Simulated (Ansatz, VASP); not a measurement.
# One calculation of Zn, two programs

The input INCAR:

```
SYSTEM = Zn
PREC = Accurate ; ENCUT = 520
EDIFF = 1E-7 ; ISMEAR = 0
SIGMA = 0.15 ; LREAL = .False.
LASPH = .True. ; NELM = 100
ALGO = Fast ; ISIF = 2
LWAVE = .False. ; LCHARG = .True.
GGA = PE ; LELF = .True.
LVHAR = .True. ; NBANDS = 12
```

The input KPOINTS:

```
regular mesh
0
Gamma
  22 22 22
  0 0 0
```

POSCAR

```
Zn
1.0
    0.0000000000      2.2054975174      1.5592867448
    2.2054975174      0.0000000000      1.5592867448
    2.2054975174      2.2054975174      0.0000000000
Zn
1
Direct
    0.0000000000      0.0000000000      0.0000000000
```

Input for Ansatz:

```yaml
crystal:
  lattice:
    - [0.0, 2.2054975174, 1.5592867448]
    - [2.2054975174, 0.0, 1.5592867448]
    - [2.2054975174, 2.2054975174, 0.0]
  atoms:
    - { symbol: Zn, position: [0.0, 0.0, 0.0] }
basis:
  ecutwfc: 420
kpoints:
  mp_grid: { grid: [22, 22, 22] }
hamiltonian:
  xc: pbe
scf:
  occupations: { method: gaussian, width: 0.15 }
output:
  forces: true
  stress: true
  eigenvalues: true
```

Alike in both runs: task single point; functional PBE; k mesh 22 × 22 × 22; occupations gaussian, width 0.15 eV; no spin polarisation.

|  | VASP | Ansatz |
| --- | --- | --- |
| version | VASP 6.6.1 | Ansatz 0.2.0 |
| potentials or method | VASP PAW PBE potentials, release 64 (Zn) | scalar-relativistic, plane waves, PAW |
| plane-wave cutoff (eV) | 520 | 420 |
| valence electrons in the cell | 12 | 12 |

VASP gave:

| Item | Value |
| --- | --- |
| gap on the k mesh at the Fermi level (eV) | none |
| pressure (GPa) | 1.4 |

**Question.** Estimate Ansatz's values.

**Answer.** gap on the k mesh at the Fermi level (eV): none; pressure (GPa): 1.0.

A gap of «none» marks a metal or a gap that the smearing closes. The functional is the same, so the differences come from potentials, cutoffs and numerics.
